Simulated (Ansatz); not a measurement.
# Ti3Al5: properties at the relaxed cell

One table from this session's results is given with a row withheld; the runs are named, their logs left out.

Program: Ansatz 0.2.0. Level of theory: DFT r2SCAN, scalar-relativistic, plane waves, PAW. These are calculated values, not measurements.

1 further run of the same task is left out (set aside as unsound or not needed). Runs told in other sessions of the task aren't counted.

### Starting point

Symmetry: Pmmm, No. 47, orthorhombic system. The conventional cell has a = 3.902 Å, b = 4.023 Å, c = 8.071 Å, α = 90.00°, β = 90.00°, γ = 90.00°. Ti (site symmetry mm2) has 10 Al at 2.72 to 2.94 Å and 2 Ti at 2.89 Å in its first shell of neighbours. Ti (site symmetry mmm) is surrounded by 8 Al at 2.80 to 2.81 Å and 4 Ti at 2.89 Å. Around Al (site symmetry mmm) lie 4 Al at 2.76 Å and 8 Ti at 2.80 to 2.94 Å. Around Al (site symmetry mmm) lie 4 Ti at 2.77 Å and 8 Al at 2.80 to 2.85 Å. Al (site symmetry mmm) is surrounded by 4 Ti at 2.72 Å and 8 Al at 2.80 to 2.89 Å. Around Al (site symmetry mm2) lie 6 Al at 2.76 to 2.89 Å and 6 Ti at 2.81 Å.

Structure file:

```xyz
8
Lattice="3.9016 0.0000 0.0000 0.0000 4.0227 0.0000 0.0000 0.0000 8.0706" Properties=species:S:1:pos:R:3 pbc="T T T"
Ti    0.0000    2.0114    2.1377
Ti    0.0000    2.0114    5.9329
Ti    1.9508    2.0114    0.0000
Al    0.0000    0.0000    0.0000
Al    0.0000    0.0000    4.0353
Al    1.9508    2.0114    4.0353
Al    1.9508    0.0000    1.9558
Al    1.9508    0.0000    6.1148
```

It goes back to an entry of the Materials Project, which need not be the stable form.

This cell was relaxed beforehand with the same method: volume 15.83 Å³/atom, gap on the mesh none (metal).

Set-up of the first run:

The input, input.yaml:

```yaml
crystal:
  lattice:
    - [3.8622159235, 0.0, 0.0]
    - [0.0, 3.9820864693, 0.0]
    - [0.0, 0.0, 7.9890441968]
  atoms:
    - { symbol: Ti, position: [0.0, 0.5, 0.2648736031] }
    - { symbol: Ti, position: [0.0, 0.5, 0.7351263969] }
    - { symbol: Ti, position: [0.5, 0.5, 0.0] }
    - { symbol: Al, position: [0.0, 0.0, 0.0] }
    - { symbol: Al, position: [0.0, 0.0, 0.5] }
    - { symbol: Al, position: [0.5, 0.5, 0.5] }
    - { symbol: Al, position: [0.5, 0.0, 0.2423326362] }
    - { symbol: Al, position: [0.5, 0.0, 0.7576673638] }
basis:
  ecutwfc: 500
kpoints:
  mp_grid: { grid: [10, 10, 6] }
hamiltonian:
  xc: r2scan
scf:
  occupations: { method: gaussian, width: 0.1 }
output:
  forces: true
  stress: true
  eigenvalues: true
relax:
  adjacent_minimum: "off"
  f_tol: 0.01
  max_steps: 30
  cell: { stress_tol: 0.1, fix: [volume] }
```

Run with:

```sh
> ansatz run input.yaml --threads 2 --pin off --max-ram 5120MiB --backend cpu --events-out ev --progress --plain --runs-dir out
```

Steps of the session up to this table: Volume × 0.97; Volume × 1.03; Point at V/V0 = 0.94; The cell scaled to 1.06 of its volume; The cell scaled to 0.91 of its volume.

One table of the session follows, with a row left open; its other results are not shown here.

It belongs to the step «Fit of the equation of state». 

```
volume (Å³/atom)  energy above the lowest point (meV/atom)  pressure (GPa)
          14.409                                      54.8           13.32
          14.884                                      23.1            8.20
          15.359                                       5.5            3.80
          15.834                                       0.0            0.00
          16.309                                         ?               ?
          16.784                                      19.0           -6.10
```

Q: Estimate the row for volume (Å³/atom) = 16.309 from the others.

Worked estimate for «energy above the lowest point (meV/atom)». A straight line through the neighbours (15.834, 0.0) and (16.784, 19.0) gives 0.0 + (19.0 − 0.0) × (16.309 − 15.834) / (16.784 − 15.834) = 9.5; a parabola fitted to 3 rows on both sides gives 4.5.

**Answer.** energy above the lowest point (meV/atom): 5.0; pressure (GPa): -3.28. In «energy above the lowest point (meV/atom)» the line misses by +4.5 and the parabola by -0.5.
